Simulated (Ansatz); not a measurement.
**BN: a stacking-fault curve**

This session takes BN and sets out to slide the crystal rigidly across a (0 0 1) plane.

Method: DFT PBE, scalar-relativistic, plane waves, PAW, in Ansatz 0.2.0.

2 further runs of the same task are left out: 2 set aside as unsound or not needed. Runs told in other sessions of the task aren't counted.

## Step 1: The system as given

Symmetry: P6_3mc, No. 186, hexagonal system. The conventional cell has a = 2.555 Å, b = 2.555 Å, c = 4.225 Å, α = 90.00°, β = 90.00°, γ = 120.00°. Around B (site symmetry 3m) lie 4 N at 1.57 to 1.58 Å. N (site symmetry 3m) is surrounded by 4 B at 1.57 to 1.58 Å.

As a file:

```cif
data_structure
_symmetry_space_group_name_H-M 'P 1'
_symmetry_Int_Tables_number 1
_cell_length_a 2.5546
_cell_length_b 2.5546
_cell_length_c 12.6735
_cell_angle_alpha 90.000
_cell_angle_beta 90.000
_cell_angle_gamma 60.000
_cell_volume 71.63
loop_
_atom_site_label
_atom_site_type_symbol
_atom_site_fract_x
_atom_site_fract_y
_atom_site_fract_z
_atom_site_occupancy
B1 B 0.66667 0.66667 0.33327 1
B2 B 0.66667 0.66667 0.66660 1
B3 B 0.66667 0.66667 0.99994 1
B4 B 0.33333 0.33333 0.16660 1
B5 B 0.33333 0.33333 0.49994 1
B6 B 0.33333 0.33333 0.83327 1
N1 N 0.66667 0.66667 0.20840 1
N2 N 0.66667 0.66667 0.54173 1
N3 N 0.66667 0.66667 0.87506 1
N4 N 0.33333 0.33333 0.04173 1
N5 N 0.33333 0.33333 0.37506 1
N6 N 0.33333 0.33333 0.70840 1
```

It goes back to an entry of the Materials Project, which need not be the stable form.

It is built from the cell relaxed beforehand with the same method (5.97 Å³/atom).

## Step 2: Zero of energy

The cell is repeated 3 times, 12 atoms in all. The reference gives a free energy of -3253.4484 eV, pressure -0.01 GPa, largest force 0.001 eV/Å and gap on the mesh 5.42 eV. It was computed beforehand with the settings of the runs below.

## Step 3: Setting up a stacking-fault curve

The cut lies on the cell's a–b face, a (0 0 1) plane of area 5.65 Å², between layers 1.58 Å apart (N below, B above); the cell is 12.7 Å thick. Vector c is tilted by f times 1·a + 1·b (length 4.425 Å) with the atoms' Cartesian places fixed: one unrelaxed fault per cell.

## Step 4: f = 0.167

Contents of input.yaml:

```yaml
crystal:
  lattice:
    - [-2.554580096, 0.0, 0.0]
    - [-1.277290048, -2.2123312592, 0.0]
    - [-0.638772753, -0.3687956209, 12.6735436055]
  atoms:
    - { symbol: B, position: [0.628472593, 0.628472593, 0.2291186182] }
    - { symbol: B, position: [0.5729059263, 0.5729059263, 0.5624519516] }
    - { symbol: B, position: [0.5173392597, 0.5173392597, 0.8957852849] }
    - { symbol: B, position: [0.322922593, 0.322922593, 0.0624519516] }
    - { symbol: B, position: [0.2673559263, 0.2673559263, 0.3957852849] }
    - { symbol: B, position: [0.2117892597, 0.2117892597, 0.7291186182] }
    - { symbol: "N", position: [0.649288517, 0.649288517, 0.1042480484] }
    - { symbol: "N", position: [0.5937218503, 0.5937218503, 0.4375813818] }
    - { symbol: "N", position: [0.5381551837, 0.5381551837, 0.7709147151] }
    - { symbol: "N", position: [0.177038517, 0.177038517, 0.9375813818] }
    - { symbol: "N", position: [0.2881718503, 0.2881718503, 0.2709147151] }
    - { symbol: "N", position: [0.2326051837, 0.2326051837, 0.6042480484] }
basis:
  ecutwfc: 420
kpoints:
  mp_grid: { grid: [10, 10, 2] }
hamiltonian:
  xc: pbe
scf:
  occupations: { method: gaussian, width: 0.05 }
output:
  forces: true
  stress: true
  eigenvalues: true
```

Run with:

```bash
> ansatz run input.yaml --threads 2 --pin off --max-ram 5120MiB --backend cpu --events-out ev --progress --plain --runs-dir out
```

The session goes on with these runs: point f = 0.333; f = 0.500; f = 0.667; At f = 0.833; point f = 0.083; f = 0.250; f = 0.417; f = 0.583; f = 0.750; At f = 0.917.

What does the calculation give? Wanted: largest shear traction sampled.

The runs gave:

| quantity | value |
| --- | --- |
| highest fault energy sampled | 11001 mJ/m² at f = 0.667 |
| largest shear traction sampled | 114.2 GPa |

Of the points run, the one at f = 0.667 is highest, 11001 mJ/m². A dip at f = 0.417 (7157 mJ/m²) marks a possible metastable fault. Nothing is relaxed, so these energies are upper bounds; letting the layers move apart would lower them. The gap on the mesh stays between 2.13 and 5.42 eV.
